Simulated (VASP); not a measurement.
MgO, 2 atoms in the cell. The structure is monoclinic, space group Cm (No. 8). The conventional cell has a = 5.089 Å, b = 2.938 Å, c = 2.680 Å, α = 90.00°, β = 90.00°, γ = 90.00°. Around Mg (site symmetry m) lie 4 O at 1.94 to 2.19 Å. O (site symmetry m) is surrounded by 4 Mg at 1.94 to 2.19 Å. The cell comes from a database or a generator and needn't be the stable form of this composition. The cell isn't the ideal one: atom 1 (Mg) moved by (+0.200, -0.100) A along y and z.

```yaml
Program: VASP 6.6.1
Task: single point
Functional: PBEsol
Potentials_or_basis: VASP PAW PBE potentials, release 64 (Mg, O)
Cutoff: 520 eV
k_mesh: 9 × 9 × 8
Occupations: gaussian, width 0.05 eV
Spin: no spin polarisation
Dipole_correction: no
Further_INCAR_settings: ALGO = Normal; EDIFF = 1e-06; NBANDS = 11
```

Potentials or basis: VASP PAW PBE potentials, release 64 (Mg, O).

Launch:

```sh
$ cat potpaw_PBE.64/Mg/POTCAR potpaw_PBE.64/O/POTCAR > POTCAR
$ mpirun -np 1 vasp_std > vasp.out
```

Hardware: 1 thread of Intel(R) Xeon(R) Platinum 8559C (Emerald Rapids) (shared host).

Question: Estimate the wall time of this run.

Answer: It took 14 s on 1 thread of Intel(R) Xeon(R) Platinum 8559C (Emerald Rapids), with other jobs on the host, peak memory 0.16 GiB. Counts: scf iterations 12, k points 185.
